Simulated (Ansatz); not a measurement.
## GaSb: equation of state with HSE03

Crystal: GaSb.

```xyz
2
Lattice="0.0000 3.0590 3.0590 3.0590 0.0000 3.0590 3.0590 3.0590 0.0000" Properties=species:S:1:pos:R:3 pbc="T T T"
Sb    4.5885    4.5885    4.5885
Ga    0.0000    0.0000    0.0000
```

```yaml
Program: Ansatz 0.2.0
Task: equation of state
Functional: HSE03
Potentials_or_basis: Ansatz PAW
Cutoff: 420 eV
Density_cutoff: 1680 eV
k_mesh: 4 × 4 × 4
Occupations: fermi-dirac, width 0.05 eV
Spin: no spin polarisation
```

```json
{"Equilibrium volume": "29.18 Å³/atom", "Bulk modulus": "52 GPa", "Pressure derivative of the bulk modulus": "4.9 (rough: it moves with the points fitted)"}
```

Energy against volume, from the lowest point:
```csv
volume (Å³/atom),energy (meV/atom)
26.907,33.77
27.480,18.09
28.052,7.66
28.625,1.77
29.197,0.00
29.770,1.83
30.342,6.97
```

All runs of the series together: 4.1 min on 2 threads of Intel(R) Xeon(R) Processor @ 2.50GHz (Skylake/Cascade Lake) (shared host).

Caveat: the k mesh is coarse (spacing up to 0.44 Å⁻¹), so the values aren't converged, least of all with exact exchange; the PAW data sets were made with another functional, which shifts forces and pressure a little. The run has no spin-orbit coupling, so splittings on Sb are missing.
